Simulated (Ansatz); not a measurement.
## Rh: equation of state with r2SCAN

**What was measured.**

From “Thermal equation of state of rhodium characterized by XRD in a resistively heated diamond anvil cell”, 2024, pmc:11535440, for a bulk crystal of Rh: bulk modulus 264 ± 1 GPa.

Rh:

```
Rh
1.0
     0.00000    1.89785    1.89785
     1.89785    0.00000    1.89785
     1.89785    1.89785    0.00000
Rh
1
Direct
  0.00000 0.00000 0.00000
```

| Item | Value |
| --- | --- |
| Program | Ansatz 0.2.0 |
| Task | equation of state |
| Functional | r2SCAN |
| Potentials or basis | Ansatz PAW |
| Cutoff | 500 eV |
| Density cutoff | 2000 eV |
| k mesh | 12 × 12 × 12 |
| Occupations | fermi-dirac, width 0.05 eV |
| Spin | no spin polarisation |

```json
{
  "Equilibrium volume": "13.71 Å³/atom",
  "Bulk modulus": "282 GPa",
  "Pressure derivative of the bulk modulus": "5.2"
}
```

Energy against volume, from the lowest point:
```tsv
volume (Å³/atom)	energy (meV/atom)
12.851	54.12
13.125	24.03
13.398	6.47
13.671	0.00
13.945	3.33
14.218	15.32
14.492	34.94
```

All runs of the series together: 8.8 s on 2 threads of AMD EPYC 7R43 64-Core Processor (Zen 3) (shared host).

A measured bulk modulus of Rh is 264 GPa (quoted in “Thermal equation of state of rhodium characterized by XRD in a resistively heated diamond anvil cell”, 2024, pmc:11535440); the calculated 282 GPa misses it by +7.0 %. The fit is for a static lattice scaled at fixed shape and fixed fractional positions.

Caveat: the PAW data sets were made with another functional, which shifts forces and pressure a little.
